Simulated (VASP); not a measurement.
# YHO: single point with PBEsol

YHO:

```
CELL_PARAMETERS angstrom
3.41696 0.00000 0.00000
-1.70848 2.95918 0.00000
0.00000 0.00000 3.43019
ATOMIC_POSITIONS crystal
Y 0.00000 0.00000 0.00000
H 0.33333 0.66667 0.00000
O 0.66667 0.33333 0.50000
```

The cell comes from a database or a generator and needn't be the stable form of this composition.

The cell isn't the ideal one: Se replaced by O, lengths x 0.905, strained and moved within the space group.

* Program: VASP 6.6.1
* Task: single point
* Functional: PBEsol
* Potentials or basis: VASP PAW PBE potentials, release 64 (Y_sv, H, O)
* Cutoff: 520 eV
* k mesh: 9 × 9 × 8
* Occupations: gaussian, width 0.02 eV
* Spin: no spin polarisation
* Dipole correction: no
* Further INCAR settings: ALGO = Normal; EDIFF = 1e-07; NBANDS = 16

```json
{
  "Pressure": "-9.5 GPa",
  "Band gap on the k mesh": "2.50 eV, indirect (least direct gap 3.69 eV)"
}
```

Stress tensor (GPa, compression positive):
```
 -2.41   0.00   0.00
  0.00  -2.41   0.00
  0.00   0.00 -23.68
```

Levels at points of the mesh, in eV from the valence-band top:
```
           k point  band 5  band 6  band 7  band 8  band 9  band 10  band 11  band 12  band 13  band 14
(0.00, 0.00, 0.00)  -16.16   -3.60   -1.38   -1.38   -1.26     2.50     4.77     4.77     7.12     7.12
(0.00, 0.00, 0.50)  -15.39   -5.24   -1.15   -1.15    0.00     3.69     3.69     6.10     6.10     6.42
```

Wall time 18 s on 1 thread of Intel(R) Xeon(R) 6975P-C (Granite Rapids), with other jobs on the host, peak memory 0.2 GiB.

Caveat: the PAW data sets were made with another functional, which shifts forces and pressure a little; an odd mesh through Γ misses points on the zone boundary, where band edges often lie.
